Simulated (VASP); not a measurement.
Here is a VASP 6.6.1 calculation.

The input INCAR:

```
SYSTEM = Si
  PREC = Accurate
  ENCUT = 600
  EDIFF = 1E-6
  ISMEAR = 0
  SIGMA = 0.03
  LREAL = .FALSE.
  LASPH = .TRUE.
  NELM = 80
  ALGO = Normal
  ISIF = 3
  LWAVE = .FALSE.
  LCHARG = .FALSE.
  IBRION = 2
  NSW = 90
  EDIFFG = -0.01
```

The input KPOINTS:

```
Automatic mesh
0
G
  9 9 4
  0 0 0
```

The input POSCAR:

```
Si
1.0
    3.8313174605      0.0000000000      0.0000000000
   -1.9156587303      3.3180182508      0.0000000000
    0.0000000000      0.0000000000      6.3326220002
Si
4
Direct
    0.3333333300      0.6666666700      0.0630095000
    0.6666666700      0.3333333300      0.5630095000
    0.3333333300      0.6666666700      0.4369905000
    0.6666666700      0.3333333300      0.9369905000
```

Potentials or basis: VASP PAW LDA potentials, release 64 (Si).

Command:

```bash
$ cat potpaw_LDA.64/Si/POTCAR > POTCAR
$ mpirun -np 1 vasp_std > vasp.out
```

Question: Estimate the space group after relaxing (to 0.05 Å).

Answer: P6_3/mmc (No. 194).

Question: Estimate the band gap on the k mesh.

Answer: 0.31 eV, indirect (least direct gap 0.99 eV).

Step by step:
```
step  energy change (eV)  largest force (eV/Å)  pressure (GPa)  volume (Å³)
   1              0.0000                0.0145           -2.00        80.50
   2             -0.0055                0.0242            1.49        77.61
   3             -0.0109                0.0077            0.00        78.79
```

Caveat: an odd mesh through Γ misses points on the zone boundary, where band edges often lie. Expect the measured gap to be larger: semilocal functionals such as LDA lack the derivative discontinuity.
